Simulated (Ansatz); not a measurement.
Wanted: the native input for an Ansatz 0.2.0 run.

```yaml
Task: relaxation of cell and atoms
Functional: r2SCAN
Dispersion: D3(BJ)-ATM
Potentials_or_basis: Ansatz PAW
Cutoff: "500 eV (not typed: the program's choice for these potentials)"
k_mesh: 7 × 7 × 10
Occupations: fermi-dirac, width 0.05 eV
Spin: no spin polarisation
```

The system is Al.

```
Al
1.0
     4.54673    0.00000    0.00000
    -2.27337    3.93758    0.00000
     0.00000    0.00000    2.75393
Al
2
Direct
  0.33333 0.66667 0.50000
  0.66667 0.33333 0.50000
```

The cell was built by a generator and needn't be a form met in nature.

These files were run (other wordings do the same):

input.yaml

```yaml
crystal:
  lattice:
    - [4.54673, 0.0, 0.0]
    - [-2.27337, 3.93758, 0.0]
    - [0.0, 0.0, 2.75393]
  atoms:
    - { symbol: Al, position: [0.33333, 0.66667, 0.5] }
    - { symbol: Al, position: [0.66667, 0.33333, 0.5] }
hamiltonian:
  xc: r2scan
  pseudopotentials: { kind: paw }
  dispersion: d3bjatm
kpoints:
  mp_grid: { grid: [7, 7, 10] }
scf:
  occupations: { method: fermi_dirac, width: 0.05 }
output:
  forces: true
  stress: true
  eigenvalues: true
relax:
  f_tol: 0.01
  max_steps: 40
  cell: { stress_tol: 0.05 }
```

Potentials or basis: Ansatz PAW.

Command:

```sh
$ ansatz run input.yaml --threads 2 --pin off --max-ram 5632MiB --backend cpu --events-out ev --progress --plain --runs-dir out
```

Results of the run:

The relaxed volume is 23.89 Å³/atom. The relaxed cell is a = 4.506 Å, b = 4.506 Å, c = 2.716 Å, α = 90.00°, β = 90.00°, γ = 120.00°, the space group after relaxing (to 0.05 Å) is P6/mmm (No. 191) and the energy gained by relaxing is 3.9 meV/atom. The ionic steps are 5 and the pressure after relaxing is 0.0 GPa. The band gap on the k mesh is none (metal or under the smearing width).

Caveat: the plane-wave basis is chosen anew once the cell has moved, so the energies of steps on either side of that aren't comparable; pairwise dispersion overbinds metals, which lowers pressure and volume; the PAW data sets come from PBE, with cores solved anew for the run's functional, which leaves a small shift of forces and pressure.

Wall time 7.1 s on 2 threads of Arm Neoverse V2, on a shared host, peak memory 0.44 GiB.
